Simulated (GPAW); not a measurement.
# A Bi chain with one O atom in line: converging a transmission

How do the numerical settings move the conductance of a Bi chain with one O atom in line?

Calculated with GPAW 26.7.0; GPAW LCAO, PAW setups; Landauer transmission from Green's functions with principal layers (ASE), zero bias.

## (1) Starting point

The cell holds 9 atoms: 8 Bi and 1 O. Cell: a = 9.000 Å, b = 9.000 Å, c = 24.164 Å, α = 90.0°, β = 90.0°, γ = 90.0°. Regions: left lead, 4 atoms (4 Bi); channel, 1 atom (1 O); right lead, 4 atoms (4 Bi). Vacuum lies along a and b. The structure is stacked along c, and the current runs across the ab planes.

## (2) Base settings

All settings start at ordinary values; they are then varied in turn, with meshes following the cell where its length changes.

run.py reads:

```python
import json
import numpy as np
from ase import Atoms
from ase.transport.calculators import TransportCalculator
from gpaw import GPAW, FermiDirac
from gpaw.lcao.tools import get_lcao_hamiltonian
from scipy.linalg import eigh

# The junction with lead layers at both ends, along the third cell vector
device = Atoms(
    ['Bi', 'Bi', 'Bi', 'Bi', 'O', 'Bi', 'Bi', 'Bi', 'Bi'],
    positions=[
        [4.50000, 4.50000, 1.45000],
        [4.50000, 4.50000, 4.35000],
        [4.50000, 4.50000, 7.25000],
        [4.50000, 4.50000, 10.15000],
        [4.50000, 4.50000, 12.08220],
        [4.50000, 4.50000, 14.01440],
        [4.50000, 4.50000, 16.91440],
        [4.50000, 4.50000, 19.81440],
        [4.50000, 4.50000, 22.71440]],
    cell=[[9.0, 0.0, 0.0], [0.0, 9.0, 0.0], [0.0, 0.0, 24.1644]],
    pbc=True)

# One principal layer of the lead: the first 2 atoms of the device
lead = Atoms(
    ['Bi', 'Bi'],
    positions=[
        [4.50000, 4.50000, 1.45000],
        [4.50000, 4.50000, 4.35000]],
    cell=[[9.0, 0.0, 0.0], [0.0, 9.0, 0.0], [0.0, 0.0, 5.8]],
    pbc=True)

settings = dict(mode='lcao', basis='dzp', xc='PBE', h=0.18,
                occupations=FermiDirac(0.1), maxiter=250,
                mixer=dict(beta=0.1, nmaxold=8, weight=100.0),
                convergence=dict(density=0.0001))
energies = np.arange(-2, 2 + 1e-9, 0.05)
eta = 0.0001
n1, n2 = 1, 1
# k and -k transmit alike, so half of the mesh across the current serves
mesh = [(i, j) for i in range(n1) for j in range(n2) if (i, j) <= (-i % n1, -j % n2)]
weights = np.array([1 if (i, j) == (-i % n1, -j % n2) else 2 for i, j in mesh]) / (n1 * n2)


def ground_state(atoms, size, txt):
    atoms.calc = GPAW(kpts={'size': size, 'gamma': True}, symmetry={'tolerance': 1e-3}, txt=txt, **settings)
    atoms.get_potential_energy()
    return atoms.calc.get_fermi_level()


def blocks(atoms, fermi, points, nz, cells):
    """H - E_F S and S between cell 0 and the cells above it, at each point across the current."""
    kz = np.arange(nz) / nz
    calc = atoms.calc.fixed_density(kpts=[(*k, z) for k in points for z in kz], symmetry='off', txt=None)
    H, S = get_lcao_hamiltonian(calc)
    H = (H - fermi * S).reshape(len(H), len(points), nz, *S.shape[1:])
    S = S.reshape(H.shape[1:])
    phases = [np.exp(-2j * np.pi * kz * R) / nz for R in cells]
    return [(np.einsum('skzij,z->ksij', H, p), np.einsum('kzij,z->kij', S, p)) for p in phases]


def pair(a, b):
    return np.block([[a, b], [b.T.conj(), a]])


def count_channels(h, s, cells, nk=240):
    """Half the number of times that the lead's bands cross each energy, unfolded to its shortest repeat."""
    b = len(h) // cells
    bands = []
    for k in (np.arange(nk + 1) + 0.5) / nk:
        hk, sk = h[:b, :b].copy(), s[:b, :b].copy()
        for R in range(1, cells):
            phase, block = np.exp(2j * np.pi * k * R), slice(R * b, (R + 1) * b)
            hk += h[:b, block] * phase + (h[:b, block] * phase).T.conj()
            sk += s[:b, block] * phase + (s[:b, block] * phase).T.conj()
        bands.append(eigh(hk, sk, eigvals_only=True))
    below = np.array(bands)[:, :, None] < energies
    return (below[1:] != below[:-1]).sum((0, 1)) / 2


fermi_lead = ground_state(lead, (1, 1, 19), 'lead.txt')
fermi_device = ground_state(device, (1, 1, 3), 'device.txt')
T, channels, eigen, tail, misfit, shifts = [], [], [], 0.0, 0.0, []
for first in range(0, len(mesh), 1371):
    points = [(i / n1, j / n2) for i, j in mesh[first:first + 1371]]
    (H0k, S0k), (H1k, S1k), (H2k, _) = blocks(lead, fermi_lead, points, 5, range(3))
    [(Hk, Sk)] = blocks(device, fermi_device, points, 2, [0])
    tail = max(tail, abs(H2k).max())
    for H0, S0, H1, S1, H, S in zip(H0k, S0k, H1k, S1k, Hk, Sk):
        n = len(S0)
        # Shift the lead onto the potential of the device's first layer
        shift = ((H[:, 0, 0] - H0[:, 0, 0]) / S0[0, 0]).real.mean()
        shifts.append(shift)
        misfit = max(misfit, abs(H[:, :n, :n] - H0 - shift * S0).max())
        Tk, Ck, Ek = [], [], []
        for s in range(len(H)):
            t = s % len(H0)  # a lead without moments serves both spins
            h1, s1 = pair(H0[t] + shift * S0, H1[t] + shift * S1), pair(S0, S1)
            leads = dict(h1=h1, s1=s1, energies=energies, eta=eta, eta1=eta, eta2=eta)
            calc = TransportCalculator(h=H[s], s=S, eigenchannels=0, **leads)
            Tk.append(calc.get_transmission())
            Ck.append(count_channels(h1, s1, 4))
        T.append(Tk)
        channels.append(Ck)
        eigen.append(Ek)
T, channels = np.array(T), np.array(channels)
mean, open_channels = np.einsum('kse,k->se', T, weights), np.einsum('kse,k->se', channels, weights)

print(f'basis functions: device {len(S)}, principal layer {n}')
print(f'Fermi level: lead {fermi_lead:.4f} eV, device {fermi_device:.4f} eV; lead shifted by {np.mean(shifts):.4f} eV')
print(f'largest coupling past the next layer {tail:.2e} eV, largest misfit of the first layer {misfit:.3f} eV')
print('  E-E_F (eV)   ' + 'T (one spin)  channels')
for e, t, c in zip(energies, mean.T, open_channels.T):
    print(f'{e:10.3f}  ', *[f'{x:11.4e}' for x in t], *[f'{x:9.4f}' for x in c])

kT = 8.617333e-5 * 200
fine = np.linspace(energies[0], energies[-1], 4001)
both = np.exp(np.interp(fine, energies, np.log(np.maximum(mean.sum(0) * 2 / len(mean), 1e-30))))
fermi = lambda mu: 1 / (1 + np.exp(np.clip((fine - mu) / kT, -200, 200)))
slope = fermi(0) * (1 - fermi(0)) / kT
G = np.trapezoid(both * slope, fine) / 2
seebeck = -np.trapezoid(both * slope * fine, fine) / (2 * G * 200) * 1e6
print(f'conductance at 200 K: {G:.5g} G0 a cell; thermopower {seebeck:.4g} uV/K')
bias = [0.1, 0.2, 0.5, 1.0, 1.5, 2.0]
current = [38.74 * np.trapezoid(both * (fermi(V / 2) - fermi(-V / 2)), fine) for V in bias]
for V, I in zip(bias, current):
    print(f'current from the zero-bias T(E) at {V} V: {I:.5g} uA')
zero = abs(energies).argmin()
json.dump(dict(energies=energies.tolist(), T=mean.tolist(), channels=open_channels.tolist(), G=G, seebeck=seebeck,
               bias=bias, current=current, tail=tail, misfit=misfit, shift=np.mean(shifts), n_device=len(S), n_lead=n,
               fermi=[fermi_lead, fermi_device], energy=device.get_potential_energy(),
               moments=device.get_magnetic_moments().tolist(), mesh=mesh, weights=weights.tolist(),
               T_k=T[:, :, zero].tolist(), eigen=np.array(eigen[0]).tolist()), open('result.json', 'w'))
```

On the command line:

```bash
OMP_NUM_THREADS=1 OPENBLAS_NUM_THREADS=2 python run.py
```

The log of the run:

```text
basis functions: device 197, principal layer 46
Fermi level: lead -2.8497 eV, device -2.6981 eV; lead shifted by -0.0396 eV
largest coupling past the next layer 5.83e-06 eV, largest misfit of the first layer 0.058 eV
  E-E_F (eV)   T (one spin)  [channel counts left out]
    -2.000    3.3048e-01
    -1.950    3.3471e-01
    -1.900    3.3881e-01
    -1.850    3.4277e-01
    -1.800    3.4663e-01
    -1.750    3.5037e-01
    -1.700    3.5401e-01
    -1.650    3.5755e-01
    -1.600    3.6100e-01
    -1.550    3.6436e-01
    -1.500    3.6765e-01
    -1.450    4.8451e-01
    -1.400    7.6031e-01
    -1.350    1.0153e+00
    -1.300    1.2016e+00
    -1.250    1.3198e+00
[...]
1.650    9.3662e-01
     1.700    7.4932e-01
     1.750    5.0198e-01
     1.800    5.0390e-01
     1.850    5.0589e-01
     1.900    5.0795e-01
     1.950    5.1009e-01
     2.000    5.1230e-01
conductance at 200 K: 1.7997 G0 a cell; thermopower -0.2964 uV/K
current from the zero-bias T(E) at 0.1 V: 13.942 uA
current from the zero-bias T(E) at 0.2 V: 27.867 uA
current from the zero-bias T(E) at 0.5 V: 69.396 uA
current from the zero-bias T(E) at 1.0 V: 136.96 uA
current from the zero-bias T(E) at 1.5 V: 201.48 uA
current from the zero-bias T(E) at 2.0 V: 262.79 uA
```

It took 97 s on 2 threads of Intel Xeon Platinum 8259CL at 2.50GHz (Skylake/Cascade Lake), shared host; peak memory 1.2 GiB.

This step gave:

* conductance: 1.800 G₀
* largest coupling past the next principal layer: 5.83e-6 eV
* largest misfit of the first principal layer: 0.05772 eV
* shift that aligns the lead: -0.03957 eV
* basis functions of the junction: 197
* basis functions of a principal layer: 46
* transmission at the Fermi level (one spin): 1.800

One spin. Table of transmission, zone mean by energy, zero at the Fermi level:

energy (eV), transmission, zone mean and a bar from the least value:
```
    -2.00       0.33 
    -1.90       0.34 
    -1.80       0.35 
    -1.70       0.35 
    -1.55       0.36 #
    -1.45       0.48 ###
    -1.35       1.02 ##############
    -1.25       1.32 ####################
    -1.15       1.43 ######################
    -1.05       1.46 #######################
    -0.90       1.49 #######################
    -0.80       1.51 ########################
    -0.70       1.55 #########################
    -0.60       1.60 ##########################
    -0.50       1.64 ###########################
    -0.40       1.69 ############################
    -0.25       1.75 #############################
    -0.15       1.77 #############################
    -0.05       1.79 ##############################
     0.00       1.80 ##############################
     0.05       1.80 ##############################
     0.15       1.81 ##############################
     0.25       1.80 ##############################
     0.40       1.79 ##############################
     0.50       1.77 #############################
     0.60       1.75 #############################
     0.70       1.73 ############################
     0.80       1.70 ############################
     0.90       1.66 ###########################
     1.05       1.60 ##########################
     1.15       1.54 #########################
     1.25       1.48 #######################
     1.35       1.40 ######################
     1.45       1.30 ####################
     1.55       1.16 #################
     1.70       0.75 #########
     1.80       0.50 ####
     1.90       0.51 ####
     2.00       0.51 ####
```

Not self-consistent under bias; the bias window is split evenly. Current through one cell, from the zero-bias transmission against bias:

```csv
bias (V),"current through one cell, from the zero-bias transmission (μA)"
0.100,13.9
0.200,27.9
0.500,69.4
1.000,137
1.500,201
2.000,263
```

Couplings past the next layer reach 5.8e-6 eV, small enough to drop; the matrix elements of the cell's first layer differ from the bulk lead's by up to 0.058 eV. That layer keeps its own values in the calculation, and only beyond it is the lead taken as perfect. The Fermi levels of lead and junction count from different zeros of potential, one for each periodic cell; with both set to zero, the small remaining shift is what aligns them. Without spin-orbit coupling, which is large for these atoms, channel counts and T are those of the scalar-relativistic bands. By hand: G = 1.800 × 77.48 μS = 139 μS, a resistance of 7.17 kΩ; at 0.1 V a linear junction would pass 13.9 μA, and the integral over the bias window gives 13.9 μA.

## (3) K-points along the junction cell: kz = 1

The junction cell repeats along the current in the SCF; more points there keep its states from feeling the period.

run.py, as its differences from that of step 2:

```diff
@@ -82,3 +82,3 @@
 fermi_lead = ground_state(lead, (1, 1, 19), 'lead.txt')
-fermi_device = ground_state(device, (1, 1, 3), 'device.txt')
+fermi_device = ground_state(device, (1, 1, 1), 'device.txt')
 T, channels, eigen, tail, misfit, shifts = [], [], [], 0.0, 0.0, []
```

The log of the run:

```text
basis functions: device 197, principal layer 46
Fermi level: lead -2.8497 eV, device -2.6645 eV; lead shifted by 0.0966 eV
largest coupling past the next layer 5.83e-06 eV, largest misfit of the first layer 0.113 eV
  E-E_F (eV)   T (one spin)  [channel counts left out]
    -2.000    3.0966e-01
    -1.950    3.1558e-01
    -1.900    3.2127e-01
    -1.850    3.2673e-01
    -1.800    3.3197e-01
    -1.750    3.3699e-01
    -1.700    3.4179e-01
    -1.650    3.4637e-01
    -1.600    3.5075e-01
    -1.550    3.5493e-01
    -1.500    3.5892e-01
    -1.450    3.6272e-01
    -1.400    3.6634e-01
    -1.350    3.6986e-01
    -1.300    1.1896e+00
    -1.250    9.9827e-01
[...]
1.650    8.7284e-01
     1.700    7.3928e-01
     1.750    6.4252e-01
     1.800    5.8021e-01
     1.850    5.4435e-01
     1.900    5.3395e-01
     1.950    5.3682e-01
     2.000    5.3967e-01
conductance at 200 K: 1.8123 G0 a cell; thermopower -0.7093 uV/K
current from the zero-bias T(E) at 0.1 V: 14.037 uA
current from the zero-bias T(E) at 0.2 V: 28.046 uA
current from the zero-bias T(E) at 0.5 V: 69.664 uA
current from the zero-bias T(E) at 1.0 V: 136.97 uA
current from the zero-bias T(E) at 1.5 V: 202.33 uA
current from the zero-bias T(E) at 2.0 V: 264.89 uA
```

Wall time 79 s (2 threads); peak memory 1.2 GiB.

Numbers from this step:

```yaml
conductance: 1.812 G₀
largest_misfit_of_the_first_principal_layer: 0.1126 eV
shift_that_aligns_the_lead: 0.09662 eV
transmission_at_the_fermi_level_one_spin: 1.813
```

One spin. Transmission, zone mean against energy, zero at the Fermi level:

energy (eV), transmission, zone mean and a bar from the least value:
```
    -2.00       0.31 
    -1.85       0.33 
    -1.70       0.34 #
    -1.60       0.35 #
    -1.45       0.36 #
    -1.30       1.19 #################
    -1.15       1.10 ################
    -1.05       1.36 #####################
    -0.90       1.68 ###########################
    -0.75       1.77 #############################
    -0.60       1.74 ############################
    -0.50       1.71 ############################
    -0.35       1.70 ###########################
    -0.20       1.74 ############################
    -0.05       1.80 #############################
     0.00       1.81 ##############################
     0.05       1.82 ##############################
     0.15       1.83 ##############################
     0.20       1.83 ##############################
     0.35       1.78 #############################
     0.50       1.70 ###########################
     0.60       1.64 ##########################
     0.75       1.57 #########################
     0.90       1.55 ########################
     1.05       1.57 #########################
     1.15       1.61 ##########################
     1.30       1.62 ##########################
     1.45       1.47 #######################
     1.60       1.03 ##############
     1.70       0.74 ########
     1.85       0.54 #####
     2.00       0.54 #####
```

Not self-consistent under bias; the bias window is split evenly. The current through one cell, from the zero-bias transmission by bias:

```csv
bias (V),"current through one cell, from the zero-bias transmission (μA)"
0.100,14.0
0.200,28.0
0.500,69.7
1.000,137
1.500,202
2.000,265
```

The conductance, 1.81 G₀, lies 0.7 % above that of the base run.

## (4) K-points along the junction cell: kz = 2

run.py, as its differences from that of step 3:

```diff
@@ -82,3 +82,3 @@
 fermi_lead = ground_state(lead, (1, 1, 19), 'lead.txt')
-fermi_device = ground_state(device, (1, 1, 1), 'device.txt')
+fermi_device = ground_state(device, (1, 1, 2), 'device.txt')
 T, channels, eigen, tail, misfit, shifts = [], [], [], 0.0, 0.0, []
```

The log of the run:

```text
basis functions: device 197, principal layer 46
Fermi level: lead -2.8497 eV, device -2.7303 eV; lead shifted by 0.0067 eV
largest coupling past the next layer 5.83e-06 eV, largest misfit of the first layer 0.048 eV
  E-E_F (eV)   T (one spin)  [channel counts left out]
    -2.000    3.2435e-01
    -1.950    3.2868e-01
    -1.900    3.3286e-01
    -1.850    3.3691e-01
    -1.800    3.4083e-01
    -1.750    3.4463e-01
    -1.700    3.4832e-01
    -1.650    3.5190e-01
    -1.600    3.5539e-01
    -1.550    3.5878e-01
    -1.500    3.6208e-01
    -1.450    3.6531e-01
    -1.400    5.6153e-01
    -1.350    8.4737e-01
    -1.300    1.0537e+00
    -1.250    1.1953e+00
[...]
1.650    1.0083e+00
     1.700    8.6562e-01
     1.750    6.8155e-01
     1.800    5.0442e-01
     1.850    5.0639e-01
     1.900    5.0842e-01
     1.950    5.1051e-01
     2.000    5.1266e-01
conductance at 200 K: 1.7959 G0 a cell; thermopower -0.2969 uV/K
current from the zero-bias T(E) at 0.1 V: 13.911 uA
current from the zero-bias T(E) at 0.2 V: 27.806 uA
current from the zero-bias T(E) at 0.5 V: 69.217 uA
current from the zero-bias T(E) at 1.0 V: 136.51 uA
current from the zero-bias T(E) at 1.5 V: 200.83 uA
current from the zero-bias T(E) at 2.0 V: 262.07 uA
```

Run time: 76 s. Hardware: 2 threads; peak memory 1.2 GiB.

Numbers from this step:

| Quantity | Value |
| --- | --- |
| conductance | 1.796 G₀ |
| largest misfit of the first principal layer | 0.04758 eV |
| shift that aligns the lead | 0.006674 eV |
| transmission at the Fermi level (one spin) | 1.796 |

One spin. Table of transmission, zone mean by energy, zero at the Fermi level:

```csv
energy (eV),"transmission, zone mean"
-2.00,0.324
-1.90,0.333
-1.80,0.341
-1.70,0.348
-1.55,0.359
-1.45,0.365
-1.35,0.847
-1.25,1.20
-1.15,1.35
-1.05,1.43
-0.90,1.49
-0.80,1.52
-0.70,1.56
-0.60,1.60
-0.50,1.64
-0.40,1.69
-0.25,1.74
-0.15,1.77
-0.05,1.79
0.00,1.80
0.05,1.80
0.15,1.80
0.25,1.80
0.40,1.78
0.50,1.76
0.60,1.74
0.70,1.71
0.80,1.69
0.90,1.66
1.05,1.61
1.15,1.57
1.25,1.52
1.35,1.45
1.45,1.35
1.55,1.21
1.70,0.866
1.80,0.504
1.90,0.508
2.00,0.513
```

Not self-consistent under bias; the bias window is split evenly. Current through one cell, from the zero-bias transmission against bias:

```csv
bias (V),"current through one cell, from the zero-bias transmission (μA)"
0.100,13.9
0.200,27.8
0.500,69.2
1.000,137
1.500,201
2.000,262
```

The conductance, 1.80 G₀, lies 0.2 % below that of the base run.

## (5) Varying the k-points along the junction cell: kz = 6

run.py, as its differences from that of step 4:

```diff
@@ -82,3 +82,3 @@
 fermi_lead = ground_state(lead, (1, 1, 19), 'lead.txt')
-fermi_device = ground_state(device, (1, 1, 2), 'device.txt')
+fermi_device = ground_state(device, (1, 1, 6), 'device.txt')
 T, channels, eigen, tail, misfit, shifts = [], [], [], 0.0, 0.0, []
```

The log of the run:

```text
basis functions: device 197, principal layer 46
Fermi level: lead -2.8497 eV, device -2.7054 eV; lead shifted by -0.0129 eV
largest coupling past the next layer 5.83e-06 eV, largest misfit of the first layer 0.057 eV
  E-E_F (eV)   T (one spin)  channels
    -2.000    3.2751e-01    1.0000
    -1.950    3.3190e-01    1.0000
    -1.900    3.3613e-01    1.0000
[...]
1.950    5.1306e-01    1.0000
     2.000    5.1528e-01    1.0000
conductance at 200 K: 1.8039 G0 a cell; thermopower -0.3197 uV/K
current from the zero-bias T(E) at 0.1 V: 13.973 uA
current from the zero-bias T(E) at 0.2 V: 27.929 uA
current from the zero-bias T(E) at 0.5 V: 69.518 uA
current from the zero-bias T(E) at 1.0 V: 137.08 uA
current from the zero-bias T(E) at 1.5 V: 201.68 uA
current from the zero-bias T(E) at 2.0 V: 263.29 uA
```

It took 79 s on 2 threads; peak memory 1.2 GiB.

One spin. Table of transmission, zone mean by energy, zero at the Fermi level:

```csv
energy (eV),"transmission, zone mean"
-2.00,0.328
-1.90,0.336
-1.80,0.344
-1.70,0.352
-1.55,0.362
-1.45,0.369
-1.35,0.962
-1.25,1.25
-1.15,1.39
-1.05,1.46
-0.90,1.51
-0.80,1.54
-0.70,1.57
-0.60,1.61
-0.50,1.65
-0.40,1.69
-0.25,1.75
-0.15,1.78
-0.05,1.80
0.00,1.80
0.05,1.81
0.15,1.81
0.25,1.81
0.40,1.78
0.50,1.76
0.60,1.74
0.70,1.71
0.80,1.69
0.90,1.66
1.05,1.61
1.15,1.56
1.25,1.51
1.35,1.44
1.45,1.33
1.55,1.18
1.70,0.790
1.80,0.507
1.90,0.511
2.00,0.515
```

The conductance, 1.80 G₀, lies 0.2 % above that of the base run.

## (6) Convergence in the k-points along the junction cell

The runs and the base run on one axis.

This step: convergence of the conductance (GPAW 26.7.0).

The conductance by k-points along the junction cell:

```csv
k-points along the junction cell,conductance (G₀)
1.00,1.81
2.00,1.80
3.00,1.80
6.00,1.80
```

(Part 1 of 4 ends here.)

[Logs are printed without paths, hosts, clocks, repeated set-up lines and the standing remarks that a program may print on its own settings, such as how far it seeks lower states.]

[Hosts, paths, dates, database ids (printed as entryN), source tags and the programs' standing remarks are cut or masked in the printed files.]
